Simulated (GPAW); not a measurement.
Equation of state of Mo under PBE

```cif
data_structure
_symmetry_space_group_name_H-M 'Im-3m'
_symmetry_Int_Tables_number 229
_cell_length_a 3.1676
_cell_length_b 3.1676
_cell_length_c 3.1676
_cell_angle_alpha 90.000
_cell_angle_beta 90.000
_cell_angle_gamma 90.000
_cell_volume 31.78
loop_
_atom_site_label
_atom_site_type_symbol
_atom_site_symmetry_multiplicity
_atom_site_Wyckoff_symbol
_atom_site_fract_x
_atom_site_fract_y
_atom_site_fract_z
_atom_site_occupancy
Mo1 Mo 2 a 0.00000 0.00000 0.00000 1
```

The cell was scaled at fixed shape and fractions and run with GPAW, PAW data sets generated for this functional, cutoff 600 eV; PBE, k mesh 9 × 9 × 9 on the cell of 1 atom, fermi-dirac occupations of 0.05 eV, no spin polarisation, no spin-orbit coupling. Energies are those that the program minimises, any entropy of the smearing included. For a metal such a mesh isn't converged to the digits shown.

```csv
V (Å³/atom),energy over the lowest row (meV/atom)
14.9381,35.96
15.2560,?
15.5738,0.51
15.8916,0.00
16.2095,9.43
16.5273,27.75
16.8451,54.04
```

Fit the third-order Birch-Murnaghan form, give V0, B0 and B′, and predict the energy left open.

With y = (V0/V)^(2/3), E = E0 + (9 V0 B0/16) [(y - 1)³ B′ + (y - 1)² (6 - 4y)]. Least squares through the rows shown give V0 = 15.7464 Å³/atom, E0 = -1.06 meV, B0 = 260.1 GPa (1 eV/Å³ = 160.218 GPa) and B′ = 4.40, with a largest miss of 0.01 meV. At V = 15.2560 the form with these constants gives 12.06 meV; the run gave 12.08 meV an atom. Other set-ups at this level, from all their volumes (Å³/atom, GPa): GPAW, GPAW PAW data sets (gpaw-data 1.2.1), other valence: V0 15.866, B0 265.2; GPAW, GPAW PAW data sets (gpaw-data 1.2.1): V0 15.746, B0 260. Measured volume: 15.59 Å³/atom at 298.15 K (a printed reference work), so the fit lies +1.0 % from it. The runs are for a static lattice.
